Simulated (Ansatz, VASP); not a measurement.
# SiO2: VASP beside Ansatz

```
CELL_PARAMETERS angstrom
-2.49162 2.49162 3.66830
2.49162 -2.49162 3.66830
2.49162 2.49162 -3.66830
ATOMIC_POSITIONS crystal
Si 0.00000 0.00000 0.00000
Si 0.75000 0.25000 0.50000
O 0.97117 0.62500 0.84617
O 0.37500 0.22117 0.34617
O 0.77883 0.12500 0.15383
O 0.87500 0.02883 0.65383
```

Alike in both runs: functional PBEsol; k mesh 8 × 8 × 8; no spin polarisation.

Ansatz relaxed the structure, and its values are those at the end. VASP's run is a single point on that final structure, the one shown.

```csv
,VASP,Ansatz
version,VASP 6.6.1,Ansatz 0.2.0
potentials or method,"VASP PAW PBE potentials, release 64 (Si, O)","scalar-relativistic, plane waves, PAW"
plane-wave cutoff (eV),520,420
occupations,"gaussian, width 0.01 eV",fixed
valence electrons in the cell,32,32
```

VASP gave:

```
gap on the k mesh at the Fermi level (eV) : 5.81
least direct gap on the mesh (eV)         : 5.81
pressure (GPa)                            : 0.5
rms of the force components (eV/Å)        : 0.010
```

**Question.** Which values does Ansatz return?

**Answer.** gap on the k mesh at the Fermi level (eV): 5.81; least direct gap on the mesh (eV): 5.81; pressure (GPa): 0.0; rms of the force components (eV/Å): 0.000.

Caveats: the PAW data sets were made with another functional, which shifts forces and pressure a little (VASP). A k mesh can miss the band edges. As with any semilocal functional, this PBEsol gap is likely too small.
